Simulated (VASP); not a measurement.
# Fe: energy at fixed spin moment

Fe, Fmmm (no. 69), 1 atom in the cell. PBE, fixed spin moment; PAW potentials Fe (PBE set).

Volume against the source cell: 1.

## Input

INCAR.step1:
```
SYSTEM = Fe
  PREC = Accurate
  ENCUT = 450
  EDIFF = 1E-7
  NELM = 200
  ALGO = Normal
  ISMEAR = 1
  SIGMA = 0.1
  LREAL = .False.
  LASPH = .True.
  LMAXMIX = 4
  LORBIT = 11
  LWAVE = .False.
  LCHARG = .False.
  GGA = PE
  ISPIN = 2
  ISIF = 2
  NUPDOWN = 0.0
  MAGMOM = 0
```

INCAR.step2, as INCAR.step1 but for:
```
- NUPDOWN = 0.0
- MAGMOM = 0
+ NUPDOWN = 0.38
+ MAGMOM = 0.375
```

INCAR.step3 to INCAR.step9 change the same tags again: MAGMOM = 0.75, 1.125, 1.5, 1.875, 2.25, 2.625, 3; NUPDOWN = 0.75, 1.12, 1.5, 1.88, 2.25, 2.62, 3.0.

INCAR.step10, as INCAR.step9 but for:
```
- NUPDOWN = 3.0
```

KPOINTS:
```
k-points
0
Gamma
  20 20 20
```

POSCAR:
```
Fe
1.0
    0.0000000000      1.9417396906      1.9651051623
    1.4984397099      0.0000000000      1.9651051623
    1.4984397099      1.9417396906      0.0000000000
Fe
1
Direct
    0.0000000000      0.0000000000      0.0000000000
```

Commands (each step's output is kept before the next begins):
```
cat potpaw_PBE.64/Fe/POTCAR > POTCAR
cp INCAR.step1 INCAR
mpirun -np 4 vasp_std > vasp.out
rm WAVECAR CHG
cp INCAR.step2 INCAR
mpirun -np 4 vasp_std > vasp.out
rm WAVECAR CHG
cp INCAR.step3 INCAR
mpirun -np 4 vasp_std > vasp.out
rm WAVECAR CHG
cp INCAR.step4 INCAR
mpirun -np 4 vasp_std > vasp.out
rm WAVECAR CHG
cp INCAR.step5 INCAR
mpirun -np 4 vasp_std > vasp.out
rm WAVECAR CHG
cp INCAR.step6 INCAR
mpirun -np 4 vasp_std > vasp.out
rm WAVECAR CHG
cp INCAR.step7 INCAR
mpirun -np 4 vasp_std > vasp.out
rm WAVECAR CHG
cp INCAR.step8 INCAR
mpirun -np 4 vasp_std > vasp.out
rm WAVECAR CHG
cp INCAR.step9 INCAR
mpirun -np 4 vasp_std > vasp.out
rm WAVECAR CHG
cp INCAR.step10 INCAR
mpirun -np 4 vasp_std > vasp.out
```

## Result

- Moment at the minimum, by a parabola in the squared moment through the lowest point and its neighbours (muB per cell): 2.26
- Energy there by the same parabola, against the smallest moment (meV/atom): -479.6
- Moment left free (muB per cell): 2.22

Energy at fixed total moment:

| Moment (muB per cell) | Energy (meV/atom) | Pressure (GPa) |
|---|---|---|
| 0.00 | 0.0 | -20.4 |
| 0.38 | -76.3 | -17.5 |
| 0.75 | -125.6 | -17.4 |
| 1.12 | -219.6 | -14.7 |
| 1.50 | -342.2 | -11.2 |
| 1.88 | -438.2 | -6.6 |
| 2.25 | -479.6 | -0.3 |
| 2.62 | -425.5 | 8.9 |
| 3.00 | -193.5 | 20.8 |

VASP 6.6.1 took 1296 s on 4 cores (Intel Xeon Platinum 8259CL @ 2.50GHz (Skylake/Cascade Lake)), a shared host.
